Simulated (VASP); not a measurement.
The system is Ta2N.

```
Ta N
1.0
     3.11286    0.00000    0.00000
    -1.55643    2.69582    0.00000
     0.00000    0.00000    4.86984
Ta N
2 1
Direct
  0.33333 0.66667 0.25471
  0.66667 0.33333 0.74529
  0.00000 0.00000 0.00000
```

The cell comes from a database or a generator and needn't be the stable form of this composition.

```yaml
Program: VASP 6.6.1
Task: single point
Functional: PBEsol
Potentials_or_basis: VASP PAW PBE potentials, release 64 (Ta_pv, N)
Cutoff: 520 eV
k_mesh: 10 × 10 × 6
Occupations: fermi-dirac, width 0.05 eV
Spin: no spin polarisation
```

On this cell: pressure -8.7 GPa; largest force 0.249 eV/Å; band gap on the k mesh none (metal or under the smearing width).

The same run follows on a disturbed copy (atoms moved at random, drawn with an rms of 0.05 Å):

```xyz
3
Lattice="3.1129 0.0000 0.0000 -1.5564 2.6958 0.0000 0.0000 0.0000 4.8698" Properties=species:S:1:pos:R:3 pbc="T T T"
Ta   -0.0066    1.7615    1.2238
Ta    1.6174    0.9226    3.6193
N    -0.0143    0.0159    0.0193
```

What does the disturbed cell give?

The energy (extrapolated to zero smearing) moves by +9.4 meV/atom; pressure -7.9 GPa; largest force 0.767 eV/Å; band gap on the k mesh none (metal or under the smearing width).

Forces on the atoms (eV/Å):
```
Ta  -0.056  0.363  0.098
Ta  -0.429  0.011  0.363
N    0.485 -0.374 -0.462
```

Stress tensor (GPa, compression positive):
```
-8.10  0.16  0.95
 0.16 -7.96  1.13
 0.95  1.13 -7.76
```

Caveats: the PAW data sets were made with another functional, which shifts forces and pressure a little.
